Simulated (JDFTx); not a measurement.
# Ge (Fd-3m) in JDFTx: notebook

The runs below take Ge through relaxation of cell and atoms, single point, with PBE+D2, r2SCAN.

All numbers are computed with JDFTx 1.7.0 (patched build); they aren't measurements. Logs are shortened: lines on timing, memory, paths and dates and some standing lists are left out, and cuts for length are marked. The log counts tension as positive stress, the text compression.

### 1 The crystal as given

The structure is cubic, space group Fd-3m (No. 227). Conventional cell: a = 5.658 Å, b = 5.658 Å, c = 5.658 Å, α = 90.00°, β = 90.00°, γ = 90.00°. Around Ge (site symmetry -43m) lie 4 Ge at 2.45 Å.

### 2 Relaxation of cell and atoms, PBE+D2

Ge.in reads:

```
lattice \
    0.0000000000     5.3458651312     5.3458651312 \
    5.3458651312     0.0000000000     5.3458651312 \
    5.3458651312     5.3458651312     0.0000000000
coords-type Lattice
ion Ge     0.7500000000     0.7500000000     0.7500000000 1
ion Ge     0.5000000000     0.5000000000     0.5000000000 1

ion-species pseudo/Ge.upf
elec-cutoff 39 312
elec-ex-corr gga-PBE
van-der-waals
kpoint-folding 8 8 8
elec-smearing Fermi 0.0018374661
elec-n-bands 21
electronic-SCF nIterations 100 energyDiffThreshold 1e-09
electronic-minimize nIterations 30 energyDiffThreshold 1e-7
forces-output-coords Cartesian
lattice-minimize nIterations 40 energyDiffThreshold 1e-6

dump-name run.$VAR
dump End Ecomponents EigStats BandEigs Kpoints Forces Stress
```

Potentials or basis: PseudoDojo-SR-PBE-0.5-standard.

Command:

```sh
> jdftx -c 1 -i Ge.in -o Ge.out
```

Output:

```text
*************** JDFTx 1.7.0 (patched build) ***************

[... 9 lines left out ...]
---------- Initializing the Grid ----------
R =
[            0      5.34587      5.34587  ]
[      5.34587            0      5.34587  ]
[      5.34587      5.34587            0  ]
unit cell volume = 305.551
G =
[  -0.587668   0.587668   0.587668  ]
[   0.587668  -0.587668   0.587668  ]
[   0.587668   0.587668  -0.587668  ]
Minimum fftbox size, Smin = [  64  64  64  ]
Chosen fftbox size, S = [  64  64  64  ]

---------- Initializing tighter grid for wavefunction operations ----------
R =
[            0      5.34587      5.34587  ]
[      5.34587            0      5.34587  ]
[      5.34587      5.34587            0  ]
unit cell volume = 305.551
G =
[  -0.587668   0.587668   0.587668  ]
[   0.587668  -0.587668   0.587668  ]
[   0.587668   0.587668  -0.587668  ]
Minimum fftbox size, Smin = [  44  44  44  ]
Chosen fftbox size, S = [  48  48  48  ]

---------- Exchange Correlation functional ----------
Initalized PBE GGA exchange.
Initalized PBE GGA correlation.

---------- Setting up pseudopotentials ----------
Width of ionic core gaussian charges (only for fluid interactions / plotting) set to 0

Reading pseudopotential file 'pseudo/Ge.upf':
  'Ge' pseudopotential, 'PBE' functional
  Generated using ONCVPSP code by D. R. Hamann
  14 valence electrons, 3 orbitals, 6 projectors, 1001 radial grid points, with lMax = 2
    3D    l: 2   occupation: 10.0   eigenvalue: -1.077154
    4S    l: 0   occupation:  2.0   eigenvalue: -0.431124
    4P    l: 1   occupation:  2.0   eigenvalue: -0.143154
  Core radius for overlap checks: 1.83 bohrs.

Initialized 1 species with 2 total atoms.

Folded 1 k-points by 8x8x8 to 512 k-points.

---------- Setting up k-points, bands, fillings ----------
Reduced to 29 k-points under symmetry.
Computing the number of bands and number of electrons
Calculating initial fillings.
nElectrons:  28.000000   nBands: 21   nStates: 29

----- Setting up reduced wavefunction bases (one per k-point) -----
average nbasis = 3553.268 , ideal nbasis = 3554.470

Initializing DFT-D2 calculator:
	Ge:  C6:  296.60 Eh-a0^6  R0: 3.264 a0

---------- Setting up ewald sum ----------
Optimum gaussian width for ewald sums = 2.427999 bohr.
Real space sum over 1331 unit cells with max indices [  5  5  5  ]
Reciprocal space sum over 2197 terms with max indices [  6  6  6  ]

---------- Allocating electronic variables ----------
Initializing wave functions:  linear combination of atomic orbitals
Note: number of bands (21) exceeds available atomic orbitals (18)
Ge pseudo-atom occupations:   s ( 2 )  p ( 2 )  d ( 10 )
	FillingsUpdate:  mu: +0.353799114  nElectrons: 28.000000
LCAOMinimize: Iter:   0  F: -159.8085735508353480  |grad|_K:  4.648e-05  alpha:  1.000e+00
	FillingsUpdate:  mu: +0.353942643  nElectrons: 28.000000
LCAOMinimize: Iter:   1  F: -159.8085869283129909  |grad|_K:  2.440e-06  alpha:  9.686e-01  linmin: -7.209e-03  cgtest:  1.071e-01
LCAOMinimize: Encountered beta<0, resetting CG.
	FillingsUpdate:  mu: +0.353930308  nElectrons: 28.000000
LCAOMinimize: Iter:   2  F: -159.8085869638318286  |grad|_K:  1.507e-07  alpha:  9.326e-01  linmin:  2.977e-04  cgtest: -6.199e-04
	FillingsUpdate:  mu: +0.353930981  nElectrons: 28.000000
LCAOMinimize: Iter:   3  F: -159.8085869639722603  |grad|_K:  2.073e-09  alpha:  9.782e-01  linmin:  9.697e-02  cgtest: -5.615e-01
LCAOMinimize: Converged (|Delta F|<1.000000e-06 for 2 iters).

--------- Lattice Minimization ---------

-------- Electronic minimization -----------
Will mix electronic density at each iteration.
	FillingsUpdate:  mu: +0.353930981  nElectrons: 28.000000
	FillingsUpdate:  mu: +0.342937955  nElectrons: 28.000000
SCF: Cycle:  0   F: -159.850820596592229   dF: -4.223e-02   |Residual|: 4.736e-02   |deigs|: 2.034e-01
	FillingsUpdate:  mu: +0.346529328  nElectrons: 28.000000
SCF: Cycle:  1   F: -159.851802583426235   dF: -9.820e-04   |Residual|: 2.703e-02   |deigs|: 6.003e-03
	FillingsUpdate:  mu: +0.352060105  nElectrons: 28.000000
SCF: Cycle:  2   F: -159.851993354382074   dF: -1.908e-04   |Residual|: 4.110e-03   |deigs|: 5.586e-03
	FillingsUpdate:  mu: +0.352250119  nElectrons: 28.000000
SCF: Cycle:  3   F: -159.852000937324419   dF: -7.583e-06   |Residual|: 1.770e-03   |deigs|: 6.631e-04
	FillingsUpdate:  mu: +0.352765409  nElectrons: 28.000000
SCF: Cycle:  4   F: -159.852003342688874   dF: -2.405e-06   |Residual|: 5.305e-04   |deigs|: 6.417e-04
	FillingsUpdate:  mu: +0.352899461  nElectrons: 28.000000
SCF: Cycle:  5   F: -159.852003719493382   dF: -3.768e-07   |Residual|: 2.594e-04   |deigs|: 1.203e-04
	FillingsUpdate:  mu: +0.352849399  nElectrons: 28.000000
SCF: Cycle:  6   F: -159.852003792192477   dF: -7.270e-08   |Residual|: 4.660e-05   |deigs|: 7.102e-05
	FillingsUpdate:  mu: +0.352850108  nElectrons: 28.000000
SCF: Cycle:  7   F: -159.852003816617241   dF: -2.442e-08   |Residual|: 2.207e-05   |deigs|: 4.258e-05
	FillingsUpdate:  mu: +0.352852169  nElectrons: 28.000000
SCF: Cycle:  8   F: -159.852003823922871   dF: -7.306e-09   |Residual|: 1.173e-05   |deigs|: 4.187e-05
	FillingsUpdate:  mu: +0.352852801  nElectrons: 28.000000
SCF: Cycle:  9   F: -159.852003827009213   dF: -3.086e-09   |Residual|: 1.225e-06   |deigs|: 1.252e-04
	FillingsUpdate:  mu: +0.352852909  nElectrons: 28.000000
SCF: Cycle: 10   F: -159.852003827875961   dF: -8.667e-10   |Residual|: 9.547e-07   |deigs|: 3.808e-05
	FillingsUpdate:  mu: +0.352852869  nElectrons: 28.000000
SCF: Cycle: 11   F: -159.852003828392242   dF: -5.163e-10   |Residual|: 4.221e-07   |deigs|: 2.451e-05
SCF: Converged (|Delta E|<1.000000e-09 for 2 iters).

Setting wave functions to eigenvectors of Hamiltonian
# Lattice vectors:
R =
[            0      5.34587      5.34587  ]
[      5.34587            0      5.34587  ]
[      5.34587      5.34587            0  ]
unit cell volume = 305.551

# Strain tensor in Cartesian coordinates:
[            0            0            0  ]
[            0            0            0  ]
[            0            0            0  ]

# Stress tensor in Cartesian coordinates [Eh/a0^3]:
[  1.80629e-05            0            0  ]
[            0  1.80629e-05            0  ]
[            0            0  1.80629e-05  ]

# Ionic positions in lattice coordinates:
ion Ge   0.750000000000000   0.750000000000000   0.750000000000000 1
ion Ge   0.500000000000000   0.500000000000000   0.500000000000000 1

# Forces in Cartesian coordinates:
force Ge  -0.000000000000000  -0.000000000000000  -0.000000000000000 1
force Ge   0.000000000000000   0.000000000000000  -0.000000000000000 1

# Energy components:
   Eewald =      -98.7503791004548077
       EH =       55.3607513416104169
     Eloc =     -131.4524725673691421
      Enl =      -94.2193894519576958
     EvdW =       -0.0249152381745602
      Exc =      -43.6600762488588572
 Exc_core =       18.8142549874690985
       KE =      134.0802493691883228
-------------------------------------
     Etot =     -159.8519769085472149
       TS =        0.0000269198450159
-------------------------------------
        F =     -159.8520038283922418

LatticeMinimize: Iter:   0  F: -159.852003828392242  |grad|_K:  1.419e-03

#--- Lowdin population analysis ---
# oxidation-state Ge +0.021 +0.021

-------- Electronic minimization -----------
Will mix electronic density at each iteration.
	FillingsUpdate:  mu: +0.352852869  nElectrons: 28.000000
	FillingsUpdate:  mu: +0.353090544  nElectrons: 28.000000
SCF: Cycle:  0   F: -159.852005754308351   dF: -6.724e-08   |Residual|: 2.960e-05   |deigs|: 1.454e-05
	FillingsUpdate:  mu: +0.353086883  nElectrons: 28.000000
SCF: Cycle:  1   F: -159.852005796042363   dF: -4.173e-08   |Residual|: 2.454e-05   |deigs|: 2.771e-05
	FillingsUpdate:  mu: +0.353078587  nElectrons: 28.000000
SCF: Cycle:  2   F: -159.852005796606193   dF: -5.638e-10   |Residual|: 1.872e-05   |deigs|: 2.660e-05
	FillingsUpdate:  mu: +0.353079675  nElectrons: 28.000000
SCF: Cycle:  3   F: -159.852005796807816   dF: -2.016e-10   |Residual|: 1.202e-05   |deigs|: 1.609e-05
SCF: Converged (|Delta E|<1.000000e-09 for 2 iters).

Setting wave functions to eigenvectors of Hamiltonian
LatticeMinimize: 	Wolfe criterion not satisfied: alpha: 1  (E-E0)/|gdotd0|: -0.977185  gdotd/gdotd0: 0.977228 (taking cubic step)

-------- Electronic minimization -----------
Will mix electronic density at each iteration.
	FillingsUpdate:  mu: +0.353079675  nElectrons: 28.000000
	FillingsUpdate:  mu: +0.353558102  nElectrons: 28.000000
SCF: Cycle:  0   F: -159.852009443697341   dF: -4.278e-07   |Residual|: 8.388e-05   |deigs|: 5.180e-06
	FillingsUpdate:  mu: +0.353548532  nElectrons: 28.000000
SCF: Cycle:  1   F: -159.852009455681383   dF: -1.198e-08   |Residual|: 4.130e-05   |deigs|: 2.452e-05
	FillingsUpdate:  mu: +0.353539228  nElectrons: 28.000000
SCF: Cycle:  2   F: -159.852009458766418   dF: -3.085e-09   |Residual|: 1.833e-05   |deigs|: 2.308e-05
	FillingsUpdate:  mu: +0.353539381  nElectrons: 28.000000
SCF: Cycle:  3   F: -159.852009459076044   dF: -3.096e-10   |Residual|: 1.470e-05   |deigs|: 2.575e-06
	FillingsUpdate:  mu: +0.353537065  nElectrons: 28.000000
SCF: Cycle:  4   F: -159.852009459153663   dF: -7.762e-11   |Residual|: 4.951e-06   |deigs|: 2.975e-06
SCF: Converged (|Delta E|<1.000000e-09 for 2 iters).

Setting wave functions to eigenvectors of Hamiltonian
# Lattice vectors:
R =
[            0      5.34391      5.34391  ]
[      5.34391            0      5.34391  ]
[      5.34391      5.34391            0  ]
unit cell volume = 305.217

# Strain tensor in Cartesian coordinates:
[ -0.000364951            0            0  ]
[            0 -0.000364951            0  ]
[            0            0 -0.000364951  ]

# Stress tensor in Cartesian coordinates [Eh/a0^3]:
[  1.57817e-05            0            0  ]
[            0  1.57817e-05            0  ]
[            0            0  1.57817e-05  ]

# Ionic positions in lattice coordinates:
ion Ge   0.750000000000000   0.750000000000000   0.750000000000000 1
ion Ge   0.500000000000000   0.500000000000000   0.500000000000000 1

# Forces in Cartesian coordinates:
force Ge   0.000000000000000   0.000000000000000  -0.000000000000000 1
force Ge   0.000000000000000  -0.000000000000000   0.000000000000000 1

# Energy components:
   Eewald =      -98.7864312722601881
       EH =       55.3388595502701506
     Eloc =     -131.3952166264072616
      Enl =      -94.2187165651691885
     EvdW =       -0.0249637110110342
      Exc =      -43.6606464680172479
 Exc_core =       18.8142550712812167
       KE =      134.0808772068822066
-------------------------------------
     Etot =     -159.8519828144314090
       TS =        0.0000266447222529
-------------------------------------
        F =     -159.8520094591536633

LatticeMinimize: Iter:   1  F: -159.852009459153663  |grad|_K:  1.239e-03  alpha:  3.000e+00  linmin: -1.000e+00

#--- Lowdin population analysis ---
# oxidation-state Ge +0.021 +0.021

-------- Electronic minimization -----------
Will mix electronic density at each iteration.
	FillingsUpdate:  mu: +0.353537065  nElectrons: 28.000000
	FillingsUpdate:  mu: +0.358393046  nElectrons: 28.000000
SCF: Cycle:  0   F: -159.852025407852040   dF: -4.449e-05   |Residual|: 8.324e-04   |deigs|: 1.470e-05
	FillingsUpdate:  mu: +0.358299532  nElectrons: 28.000000
SCF: Cycle:  1   F: -159.852025920361200   dF: -5.125e-07   |Residual|: 3.909e-04   |deigs|: 2.398e-04
	FillingsUpdate:  mu: +0.358212263  nElectrons: 28.000000
SCF: Cycle:  2   F: -159.852026105952177   dF: -1.856e-07   |Residual|: 1.748e-04   |deigs|: 2.082e-04
	FillingsUpdate:  mu: +0.358212828  nElectrons: 28.000000
SCF: Cycle:  3   F: -159.852026117129583   dF: -1.118e-08   |Residual|: 1.355e-04   |deigs|: 1.099e-05
	FillingsUpdate:  mu: +0.358199036  nElectrons: 28.000000
SCF: Cycle:  4   F: -159.852026119538863   dF: -2.409e-09   |Residual|: 6.432e-05   |deigs|: 1.148e-05
	FillingsUpdate:  mu: +0.358198218  nElectrons: 28.000000
SCF: Cycle:  5   F: -159.852026120267595   dF: -7.287e-10   |Residual|: 2.763e-05   |deigs|: 8.022e-06
	FillingsUpdate:  mu: +0.358196740  nElectrons: 28.000000
SCF: Cycle:  6   F: -159.852026120493861   dF: -2.263e-10   |Residual|: 2.282e-05   |deigs|: 7.416e-06
SCF: Converged (|Delta E|<1.000000e-09 for 2 iters).
[... 106 lines left out ...]
-------- Electronic minimization -----------
Will mix electronic density at each iteration.
	FillingsUpdate:  mu: +0.358029279  nElectrons: 28.000000
	FillingsUpdate:  mu: +0.357945655  nElectrons: 28.000000
SCF: Cycle:  0   F: -159.852026154538237   dF: -2.423e-09   |Residual|: 9.734e-06   |deigs|: 1.453e-07
	FillingsUpdate:  mu: +0.357946811  nElectrons: 28.000000
SCF: Cycle:  1   F: -159.852026165447938   dF: -1.091e-08   |Residual|: 9.808e-06   |deigs|: 2.767e-06
	FillingsUpdate:  mu: +0.357947403  nElectrons: 28.000000
SCF: Cycle:  2   F: -159.852026165494578   dF: -4.664e-11   |Residual|: 7.059e-06   |deigs|: 1.544e-06
	FillingsUpdate:  mu: +0.357949381  nElectrons: 28.000000
SCF: Cycle:  3   F: -159.852026165550001   dF: -5.542e-11   |Residual|: 4.595e-06   |deigs|: 4.952e-06
SCF: Converged (|Delta E|<1.000000e-09 for 2 iters).

Setting wave functions to eigenvectors of Hamiltonian
# Lattice vectors:
R =
[            0      5.33152      5.33152  ]
[      5.33152            0      5.33152  ]
[      5.33152      5.33152            0  ]
unit cell volume = 303.097

# Strain tensor in Cartesian coordinates:
[  -0.00268418            0            0  ]
[            0  -0.00268418            0  ]
[            0            0  -0.00268418  ]

# Stress tensor in Cartesian coordinates [Eh/a0^3]:
[ -8.80696e-08            0            0  ]
[            0 -8.80696e-08            0  ]
[            0            0 -8.80696e-08  ]

# Ionic positions in lattice coordinates:
ion Ge   0.750000000000000   0.750000000000000   0.750000000000000 1
ion Ge   0.500000000000000   0.500000000000000   0.500000000000000 1

# Forces in Cartesian coordinates:
force Ge   0.000000000000000   0.000000000000000  -0.000000000000000 1
force Ge  -0.000000000000000   0.000000000000000   0.000000000000000 1

# Energy components:
   Eewald =      -99.0161561412022309
       EH =       55.1992966405235421
     Eloc =     -131.0302891855679945
      Enl =      -94.2141621434744110
     EvdW =       -0.0252736735706068
      Exc =      -43.6642516746275930
 Exc_core =       18.8142554084237759
       KE =      134.0845786327909082
-------------------------------------
     Etot =     -159.8520021367045842
       TS =        0.0000240288454211
-------------------------------------
        F =     -159.8520261655500008

LatticeMinimize: Iter:   4  F: -159.852026165550001  |grad|_K:  6.864e-06  alpha:  1.000e+00  linmin: -1.000e+00
LatticeMinimize: Converged (|Delta F|<1.000000e-06 for 2 iters).

#--- Lowdin population analysis ---
# oxidation-state Ge +0.022 +0.022

Dumping 'run.eigStats' ...
	eMin: -0.560720 at state 19 ( [ +0.000000 +0.375000 -0.375000 ] spin 0 )
	HOMO: +0.355401 at state 0 ( [ +0.000000 +0.000000 +0.000000 ] spin 0 )
	mu  : +0.357949
	LUMO: +0.359294 at state 0 ( [ +0.000000 +0.000000 +0.000000 ] spin 0 )
	eMax: +0.858191 at state 19 ( [ +0.000000 +0.375000 -0.375000 ] spin 0 )
	HOMO-LUMO gap: +0.003892
	Optical gap  : +0.003892 at state 0 ( [ +0.000000 +0.000000 +0.000000 ] spin 0 )
Done!
```

It took 4.6 min on 1 thread of Arm Neoverse V2, shared host; peak memory 0.16 GiB.

What came out:

| Item | Value |
| --- | --- |
| Free energy | -4349.7952 eV |
| Relaxed volume | 22.46 Å³/atom |
| Relaxed cell | a = 3.990 Å, b = 3.990 Å, c = 3.990 Å, α = 60.00°, β = 60.00°, γ = 60.00° |
| Space group after relaxing (to 0.05 Å) | Fd-3m (No. 227) |
| Energy gained by relaxing | 0.3 meV/atom |
| Ionic steps | 5 |
| Pressure after relaxing | 0.0 GPa |
| Band gap on the k mesh | 0.11 eV, direct |

Step by step:
```
step  energy change (eV)  largest force (eV/Å)  pressure (GPa)  volume (Å³)
   1              0.0000                0.0000           -0.53        45.28
   2             -0.0002                0.0000           -0.46        45.23
   3             -0.0006                0.0000            0.02        44.90
   4             -0.0006                0.0000            0.01        44.91
   5             -0.0006                0.0000            0.00        44.91
```

Final structure:
```yaml
crystal:
  lattice:
    - [0.00000, 2.82132, 2.82132]
    - [2.82132, 0.00000, 2.82132]
    - [2.82132, 2.82132, 0.00000]
  atoms:
    - { symbol: Ge, position: [0.75000, 0.75000, 0.75000] }
    - { symbol: Ge, position: [0.50000, 0.50000, 0.50000] }
```

[end of part 1 of 2]
